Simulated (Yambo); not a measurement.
GaSb: optical spectrum by the Bethe-Salpeter equation with PBE

**What was measured.**

From a printed reference work, data compilation, for a bulk crystal of GaSb at 4.2 K: band gap 0.811 eV (direct).

The system is GaSb.

```
Sb Ga
1.0
     0.00000    3.05900    3.05900
     3.05900    0.00000    3.05900
     3.05900    3.05900    0.00000
Sb Ga
1 1
Direct
  0.75000 0.75000 0.75000
  0.00000 0.00000 0.00000
```

* Program: Yambo 5.3.0
* Task: optical spectrum by the Bethe-Salpeter equation
* Functional: PBE
* Potentials or basis: PseudoDojo 0.4.1 SR PBE standard
* Cutoff: 1088 eV
* Density cutoff: 4354 eV
* k mesh: 10 × 10 × 10
* Occupations: fermi-dirac, width 0.05 eV
* Spin: no spin polarisation
* k mesh of the self-consistent run: 10 × 10 × 10
* Random integration of the Coulomb term: yes
* Direction of the field or of q to 0: x
* Broadening: 0.1 eV
* Kernel: Hartree (RPA with local fields)
* Terms kept: resonant and antiresonant, uncoupled
* Solver: Haydock recursion
* Top of the energy range: 20 eV
* Energy points: 200
* Correction of the levels: none
* Bands of the transition space (first, last): [12, 18]
* Bands in the response: 39
* Cutoff of the response matrix: 3 Ry
* Cutoff of exchange and Vxc: 20 Ry

| Item | Value |
| --- | --- |
| Band gap on the k mesh, mean-field level | none (metal or under the smearing width) |

Dielectric function (along the field direction of the input):
```csv
energy (eV),real part,imaginary part
0.30,-34.23,40.90
0.90,16.85,4.43
1.61,2.70,28.88
2.31,8.92,10.84
3.02,9.88,11.06
3.62,-5.26,32.16
4.32,2.52,13.63
5.03,-7.57,10.33
5.73,-4.15,6.30
6.33,-2.95,4.36
7.04,-3.84,2.90
7.74,-3.61,2.20
8.44,-1.72,2.48
9.05,-2.55,1.70
9.75,-1.56,1.62
10.45,-1.48,1.15
11.16,-1.39,0.32
11.76,-1.18,0.21
12.46,-0.79,0.09
13.17,-0.53,0.06
13.87,-0.32,0.03
14.47,-0.18,0.02
15.18,-0.05,0.02
15.88,0.06,0.01
16.58,0.15,0.01
17.19,0.22,0.01
17.89,0.29,0.01
18.59,0.35,0.01
19.30,0.40,0.01
20.00,0.45,0.01
```

Wall time 6.8 min on 1 thread of Arm Neoverse V2, on a shared host.

Measured gap of GaSb: 0.811 eV (direct; 4.2 K; a printed reference work, data compilation). This calculation gives 0.00 eV (-0.81 eV). Spin-orbit coupling on Ga, Sb is left out. The value is that of PBE on a finite k mesh, which can miss the band edges, without temperature or zero-point motion. Semilocal functionals fall short of measured gaps as a rule.

Caveat: the intraband (Drude) term of the metal is left out; the ground state has no gap, which makes the many-body step unreliable; the mesh is thin for optics, so peaks and dielectric constants aren't converged. Spin-orbit coupling is left out, which matters for the levels of Sb.
